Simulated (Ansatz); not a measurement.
A (001) slab of relaxed bulk Mo (Im-3m, 15.78 Å³/atom, gap on the mesh 0.00 eV), 4 planes in a 6×1 cell with the lowest 2 held; added atoms sit on lattice sites of the next plane. A dipole correction is on. The surface energy is the mean of the held and the free face; step energies are per length and the mean of the stripe's two steps, which run along the shortest translation of the plane; step and island energies count from the flat slab and bulk atoms.

Level of theory: DFT PBE, scalar-relativistic, plane waves, PAW (Ansatz).

Cutoff 420 eV, Gaussian smearing of 0.10 eV, energies at zero smearing, symmetry of each start kept, no spin polarisation.

| start | atoms | k mesh | surface energy (J/m²) | step energy (meV/Å) |
| --- | --- | --- | --- | --- |
| flat slab | 24 | 2×10×1 | 3.39 | - |
| stripe of 2 atoms | 26 | 2×10×1 | - | 18 |
| stripe of 3 atoms | 27 | 2×10×1 | - | 24 |

Zero in every row: gap on the mesh (eV).

Small energy differences in metals hang on the k mesh (about 10 mJ/m² or 1 to 2 meV/atom on the mesh of the relaxation).